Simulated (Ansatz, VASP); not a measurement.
# Two plane-wave programs on SiC

```
Si C
1.0
     0.00000    2.18976    2.18976
     2.18976    0.00000    2.18976
     2.18976    2.18976    0.00000
Si C
1 1
Direct
  0.75000 0.75000 0.75000
  0.00000 0.00000 0.00000
```

Alike in both runs: task relaxation of cell and atoms; functional PBE; k mesh 10 × 10 × 10; occupations gaussian, width 0.02 eV; no spin polarisation.

```csv
,VASP,Ansatz
version,VASP 6.6.1,Ansatz 0.2.0
potentials or method,"VASP PAW PBE potentials, release 64 (Si, C)","scalar-relativistic, plane waves, PAW"
plane-wave cutoff (eV),600,420
valence electrons in the cell,8,8
```

```csv
,VASP,Ansatz,Ansatz less VASP
"gap on the k mesh at the Fermi level, each at its own relaxed structure (eV)",1.37,1.37,+0.002
relaxed volume (Å³/atom),10.50,10.50,0.000
relaxed cell length with the largest relative difference (Å),3.097,3.097,0.0000
```

Caveats: the relaxation stopped at its first step, so nothing moved. A k mesh can miss the band edges.
